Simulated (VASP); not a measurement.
The system is Ag2I3.

```
Ag I
1.0
     5.95923    0.00000    0.00000
     0.00000    5.95923    0.00000
     0.00000    0.00000    5.95923
Ag I
2 3
Direct
  0.00000 0.00000 0.00000
  0.50000 0.50000 0.50000
  0.00000 0.50000 0.50000
  0.50000 0.00000 0.50000
  0.50000 0.50000 0.00000
```

The cell was built by a generator and needn't be a form met in nature.

The cell isn't the ideal one: random cell by space group and Wyckoff sites (Pm-3m, No. 221).

* Program: VASP 6.6.1
* Task: relaxation of cell and atoms
* Functional: PBE
* Potentials or basis: VASP PAW PBE potentials, release 64 (Ag, I)
* Cutoff: 600 eV
* k mesh: 4 × 4 × 4
* Occupations: gaussian, width 0.1 eV
* Spin: no spin polarisation

At the start: pressure -2.1 GPa; volume 42.33 Å³/atom.

Q: Where does the relaxation end?

A: Over 4 steps the energy falls by 35.5 meV/atom and the volume is 37.50 Å³/atom (-11.4 %); space group Pm-3m (No. 221, to 0.05 Å).

Step by step:
```csv
step,energy change (eV),largest force (eV/Å),pressure (GPa),volume (Å³)
1,0.0000,0.0000,-2.06,211.63
2,-0.1549,0.0000,-0.98,195.36
3,-0.1698,0.0000,0.58,183.22
4,-0.1773,0.0000,0.00,187.50
```

Final structure:
```cif
data_structure
_symmetry_space_group_name_H-M 'P 1'
_symmetry_Int_Tables_number 1
_cell_length_a 5.7236
_cell_length_b 5.7236
_cell_length_c 5.7236
_cell_angle_alpha 90.000
_cell_angle_beta 90.000
_cell_angle_gamma 90.000
_cell_volume 187.50
loop_
_atom_site_label
_atom_site_type_symbol
_atom_site_fract_x
_atom_site_fract_y
_atom_site_fract_z
_atom_site_occupancy
Ag1 Ag 0.00000 0.00000 0.00000 1
Ag2 Ag 0.50000 0.50000 0.50000 1
I1 I 0.00000 0.50000 0.50000 1
I2 I 0.50000 0.00000 0.50000 1
I3 I 0.50000 0.50000 0.00000 1
```

Caveat: an odd number of electrons without spin polarisation forces a metal; a magnetic or distorted state may lie lower.
